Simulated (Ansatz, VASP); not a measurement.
Al: VASP beside Ansatz

```
Al
1.0
    -1.60176    1.60176    1.60176
     1.60176   -1.60176    1.60176
     1.60176    1.60176   -1.60176
Al
1
Cartesian
  0.0000 0.0000 0.0000
```

Change from the starting cell: volume scaled by 1.02.

Alike in both runs: task single point; functional PBEsol; k mesh 12 × 12 × 12; occupations fermi-dirac, width 0.05 eV; no spin polarisation.

```csv
,VASP,Ansatz
version,VASP 6.6.1,Ansatz 0.2.0
potentials or method,"VASP PAW PBE potentials, release 64 (Al)",Ansatz PAW
plane-wave cutoff (eV),520,420
valence electrons in the cell,3,3
```

```tsv
	VASP	Ansatz	Ansatz less VASP
gap on the k mesh at the Fermi level (eV)	none	none	-
pressure (GPa)	0.7	0.7	-0.06
```

A gap of «none» marks a metal or a gap that the smearing closes.

Caveats: the PAW data sets were made with another functional, which shifts forces and pressure a little (VASP); the PAW data sets come from PBE, with cores solved anew for the run's functional, which leaves a small shift of forces and pressure (Ansatz).
